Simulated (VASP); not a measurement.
Set up this calculation in VASP 6.6.1, as an ASE script.

* Task: band structure
* Functional: PW91
* Potentials or basis: VASP PAW PBE potentials, release 64 (Hf_pv, N)
* Cutoff: 520 eV
* k mesh: 7 × 7 × 7
* Occupations: fermi-dirac, width 0.1 eV
* Spin: spin-orbit coupling, no magnetisation
* Further INCAR settings: ALGO = Fast; EDIFF = 1.00e-06; NBANDS = 27; ISYM = 0

The structure of HfN lies in HfN.cif:

```cif
data_HfN
_cell_length_a 4.90964400
_cell_length_b 4.90964400
_cell_length_c 4.90964400
_cell_angle_alpha 90.00000000
_cell_angle_beta 90.00000000
_cell_angle_gamma 90.00000000
_space_group_name_H-M_alt 'F-43m'
_space_group_name_Hall 'F -4 2 3'
_space_group_IT_number 216
loop_
_space_group_symop_operation_xyz
'x,y,z'
'y,-x,-z'
'-x,-y,z'
'-y,x,-z'
'x,-y,-z'
'y,x,z'
'-x,y,-z'
'-y,-x,z'
'z,x,y'
'-z,y,-x'
'z,-x,-y'
'-z,-y,x'
'-z,x,-y'
'z,y,x'
'-z,-x,y'
'z,-y,-x'
'y,z,x'
'-x,-z,y'
'-y,z,-x'
'x,-z,-y'
'-y,-z,x'
'x,z,y'
'y,-z,-x'
'-x,z,-y'
'x,y+1/2,z+1/2'
'y,-x+1/2,-z+1/2'
'-x,-y+1/2,z+1/2'
'-y,x+1/2,-z+1/2'
'x,-y+1/2,-z+1/2'
'y,x+1/2,z+1/2'
'-x,y+1/2,-z+1/2'
'-y,-x+1/2,z+1/2'
'z,x+1/2,y+1/2'
'-z,y+1/2,-x+1/2'
'z,-x+1/2,-y+1/2'
'-z,-y+1/2,x+1/2'
'-z,x+1/2,-y+1/2'
'z,y+1/2,x+1/2'
'-z,-x+1/2,y+1/2'
'z,-y+1/2,-x+1/2'
'y,z+1/2,x+1/2'
'-x,-z+1/2,y+1/2'
'-y,z+1/2,-x+1/2'
'x,-z+1/2,-y+1/2'
'-y,-z+1/2,x+1/2'
'x,z+1/2,y+1/2'
'y,-z+1/2,-x+1/2'
'-x,z+1/2,-y+1/2'
'x+1/2,y,z+1/2'
'y+1/2,-x,-z+1/2'
'-x+1/2,-y,z+1/2'
'-y+1/2,x,-z+1/2'
'x+1/2,-y,-z+1/2'
'y+1/2,x,z+1/2'
'-x+1/2,y,-z+1/2'
'-y+1/2,-x,z+1/2'
'z+1/2,x,y+1/2'
'-z+1/2,y,-x+1/2'
'z+1/2,-x,-y+1/2'
'-z+1/2,-y,x+1/2'
'-z+1/2,x,-y+1/2'
'z+1/2,y,x+1/2'
'-z+1/2,-x,y+1/2'
'z+1/2,-y,-x+1/2'
'y+1/2,z,x+1/2'
'-x+1/2,-z,y+1/2'
'-y+1/2,z,-x+1/2'
'x+1/2,-z,-y+1/2'
'-y+1/2,-z,x+1/2'
'x+1/2,z,y+1/2'
'y+1/2,-z,-x+1/2'
'-x+1/2,z,-y+1/2'
'x+1/2,y+1/2,z'
'y+1/2,-x+1/2,-z'
'-x+1/2,-y+1/2,z'
'-y+1/2,x+1/2,-z'
'x+1/2,-y+1/2,-z'
'y+1/2,x+1/2,z'
'-x+1/2,y+1/2,-z'
'-y+1/2,-x+1/2,z'
'z+1/2,x+1/2,y'
'-z+1/2,y+1/2,-x'
'z+1/2,-x+1/2,-y'
'-z+1/2,-y+1/2,x'
'-z+1/2,x+1/2,-y'
'z+1/2,y+1/2,x'
'-z+1/2,-x+1/2,y'
'z+1/2,-y+1/2,-x'
'y+1/2,z+1/2,x'
'-x+1/2,-z+1/2,y'
'-y+1/2,z+1/2,-x'
'x+1/2,-z+1/2,-y'
'-y+1/2,-z+1/2,x'
'x+1/2,z+1/2,y'
'y+1/2,-z+1/2,-x'
'-x+1/2,z+1/2,-y'
loop_
_atom_site_label
_atom_site_type_symbol
_atom_site_symmetry_multiplicity
_atom_site_Wyckoff_symbol
_atom_site_fract_x
_atom_site_fract_y
_atom_site_fract_z
_atom_site_occupancy
Hf1 Hf 4 a 0.0000000000 0.0000000000 0.0000000000 1
N1 N 4 d 0.2500000000 0.2500000000 0.7500000000 1
```

The cell comes from a database or a generator and needn't be the stable form of this composition.

One way to write it, as run:

run.py

```python
from ase.calculators.vasp import Vasp
from ase.dft.bandgap import bandgap
from ase.io import read

atoms = read('HfN.cif', primitive_cell=True, subtrans_included=False)
calc = Vasp(
    directory='calc',
    pp='PBE',
    setups='recommended',
    prec='Accurate',
    encut=520,
    ediff=1e-06,
    ismear=-1,
    sigma=0.1,
    lreal=False,
    lasph=True,
    nelm=80,
    algo='Fast',
    isif=2,
    lwave=False,
    lcharg=True,
    lorbit=11,
    lsorbit=True,
    gga_compat=False,
    lmaxmix=4,
    gga='91',
    kpts=[7, 7, 7],
    gamma=True,
    nbands=27,
)
atoms.calc = calc

print('energy (eV):', atoms.get_potential_energy())
print('free energy (eV):', atoms.get_potential_energy(force_consistent=True))
efermi = calc.get_fermi_level()
print('Fermi level (eV):', efermi)
path = atoms.cell.bandpath(npoints=60, eps=1e-4)
print('path:', path.path)
calc.set(kpts=path.kpts, reciprocal=True, icharg=11, isym=0, lcharg=False)
calc.calculate(atoms)
print('gap on the path (eV):', bandgap(calc, efermi=efermi)[0])
print('direct gap on the path (eV):', bandgap(calc, efermi=efermi, direct=True)[0])
```

Potentials or basis: VASP PAW PBE potentials, release 64 (Hf_pv, N).

Run with:

```bash
$ python run.py
```

Run time: 7.1 min on 1 thread of Intel(R) Xeon(R) Platinum 8488C (Sapphire Rapids), with other jobs on the host, peak memory 0.27 GiB.
